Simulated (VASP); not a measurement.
As:

```
As
1.0
    -2.70368    0.00000   -2.70368
     0.00000   -2.70368   -2.70368
    -2.70368   -2.70368    0.00000
As
2
Cartesian
  -1.4417 -1.3087 -1.3613
  -3.9656 -4.0987 -4.0461
```

This isn't the form of As at room conditions, which is rhombohedral.

The cell isn't the ideal one: all atoms moved at random.

| Quantity | Value |
| --- | --- |
| Program | VASP 6.6.1 |
| Task | relaxation of cell and atoms |
| Functional | BLYP |
| Dispersion | D4 |
| Potentials or basis | VASP PAW PBE potentials, release 64 (As) |
| Cutoff | 600 eV |
| k mesh | 9 × 9 × 9 |
| Occupations | fermi-dirac, width 0.05 eV |
| Spin | no spin polarisation |

At the start: pressure 3.9 GPa; volume 19.76 Å³/atom.

Question: Where does the relaxation end?

Answer: Over 32 steps the energy falls by 75.8 meV/atom and the volume is 22.00 Å³/atom (+11.3 %); space group R-3m (No. 166, to 0.05 Å).

The path:
| step | energy change (eV) | largest force (eV/Å) | pressure (GPa) | volume (Å³) |
| --- | --- | --- | --- | --- |
| 1 | 0.0000 | 0.4821 | 3.92 | 39.53 |
| 2 | -0.0531 | 0.5901 | -1.13 | 42.35 |
| 3 | -0.0541 | 0.6013 | -1.80 | 42.80 |
| 4 | -0.1004 | 0.2916 | -0.95 | 43.11 |
| 5 | -0.1109 | 0.2300 | -0.18 | 43.30 |
| 6 | -0.1110 | 0.2506 | -0.08 | 43.32 |
| 7 | -0.1209 | 0.1221 | 0.31 | 43.32 |
| 8 | -0.1212 | 0.0966 | 0.42 | 43.31 |
| 9 | -0.1284 | 0.1067 | -0.12 | 43.75 |
| 10 | -0.1290 | 0.1309 | -0.32 | 43.91 |
| 11 | -0.1312 | 0.1151 | 0.33 | 43.70 |
| 12 | -0.1313 | 0.1311 | 0.49 | 43.65 |
| 13 | -0.1330 | 0.1397 | 0.46 | 43.72 |
| 14 | -0.1365 | 0.1811 | 0.46 | 43.94 |
| 15 | -0.1317 | 0.3946 | 0.80 | 44.35 |
| 16 | -0.1369 | 0.2188 | 0.52 | 44.03 |
| 17 | -0.1404 | 0.1464 | -0.09 | 44.39 |
| 18 | -0.1420 | 0.0788 | -0.77 | 44.84 |
| 19 | -0.1458 | 0.0639 | -0.53 | 44.72 |
| 20 | -0.1482 | 0.0397 | -0.17 | 44.55 |
| 21 | -0.1483 | 0.0362 | -0.10 | 44.52 |
| 22 | -0.1493 | 0.0582 | -0.05 | 44.44 |
| 23 | -0.1498 | 0.0829 | 0.01 | 44.34 |
| 24 | -0.1505 | 0.0561 | -0.05 | 44.30 |
| 25 | -0.1512 | 0.0147 | -0.15 | 44.23 |
| 26 | -0.1513 | 0.0134 | -0.18 | 44.20 |
| 27 | -0.1515 | 0.0145 | 0.00 | 44.04 |
| 28 | -0.1515 | 0.0149 | 0.04 | 44.00 |
| 29 | -0.1515 | 0.0152 | 0.06 | 43.98 |
| 30 | -0.1515 | 0.0023 | -0.01 | 44.00 |
| 31 | -0.1515 | 0.0034 | -0.02 | 44.00 |
| 32 | -0.1515 | 0.0032 | 0.00 | 43.99 |

Final structure:
```cif
data_structure
_symmetry_space_group_name_H-M 'P 1'
_symmetry_Int_Tables_number 1
_cell_length_a 4.1252
_cell_length_b 3.8158
_cell_length_c 3.8189
_cell_angle_alpha 59.995
_cell_angle_beta 62.444
_cell_angle_gamma 62.401
_cell_volume 43.99
loop_
_atom_site_label
_atom_site_type_symbol
_atom_site_fract_x
_atom_site_fract_y
_atom_site_fract_z
_atom_site_occupancy
As1 As 0.31514 0.22851 0.22817 1
As2 As 0.68486 0.77149 0.77183 1
```

Caveat: the PAW data sets were made with another functional, which shifts forces and pressure a little.
